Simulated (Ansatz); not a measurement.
Zincblende MgO, relaxed with r2SCAN in the PAW code Ansatz. It is cubic, F-43m (No. 216); conventional cell a = 4.564 Å, 11.88 Å³ an atom. Mg has 4 O at 1.98 Å; O has 4 Mg at 1.98 Å.

The axes x, y and z are those of this cell:
```yaml
crystal:
  lattice:
    - [0.00000, 2.28201, 2.28201]
    - [2.28201, 0.00000, 2.28201]
    - [2.28201, 2.28201, 0.00000]
  atoms:
    - { symbol: Mg, position: [0.00000, 0.00000, 0.00000] }
    - { symbol: O, position: [0.25000, 0.25000, 0.25000] }
```

Unstrained: The PBE gap is direct at Γ: 3.657 eV. The r2SCAN gap is direct at Γ: 4.336 eV. The HSE06 gap is direct at Γ: 5.268 eV. Meshes: PBE 10×10×10, r2SCAN 10×10×10, HSE06 6×6×6. Strains are changes of length per length, and xy shears are angles. After each strain the atoms were relaxed again with r2SCAN within the symmetry that the strain leaves, so tilts or polar shifts that break it weren't tested; points keep the names that they have in the unstrained zone. Simulation only: spin-unpolarised, and no claim that this is the phase found in nature.

(1) Estimate what xy shear, engineering strain (angle) -0.31 % does to the gap.

(2) For epitaxial -1.13 % in the xy plane, how far does the free direction move, and what happens to the gap?

(3) One strain changed the r2SCAN stress by xx -10.19, yy -10.19, zz -10.19 GPa (compression positive) and the gap by -0.532 eV (PBE), -0.563 eV (r2SCAN), -0.597 eV (HSE06). Which kind of strain was it, and roughly how large?

Results:

(1) PBE: the gap goes from 3.657 to 3.648 eV (-0.009 eV); with r2SCAN the top three valence levels at Γ, degenerate before, become 1+1+1 from the top over 17 meV. r2SCAN: the gap goes from 4.336 to 4.328 eV (-0.008 eV). HSE06: the gap goes from 5.268 to 5.260 eV (-0.008 eV). The r2SCAN energy rises by 0.0 meV an atom.

(2) The normal strain at zero normal stress is +1.57 %, 1.39 of the in-plane strain with the sign turned. PBE: the gap goes from 3.657 to 3.670 eV (+0.013 eV); least and direct gap lie within 0.04 eV, so its kind isn't settled; with r2SCAN the top three valence levels at Γ, degenerate before, become 2+1 from the top over 61 meV. r2SCAN: the gap goes from 4.336 to 4.350 eV (+0.014 eV); least and direct gap lie within 0.04 eV, so its kind isn't settled. HSE06: the gap goes from 5.268 to 5.290 eV (+0.022 eV).

(3) Isotropic +3.35 % on every length. The pattern of the stress gives the kind; the size needs the stiffness, so it is an estimate.

The meshes of the hybrids are coarse, so their gaps aren't converged to the digits shown.

The splittings at Γ are without spin-orbit coupling, which regroups them where it is of like size or larger.
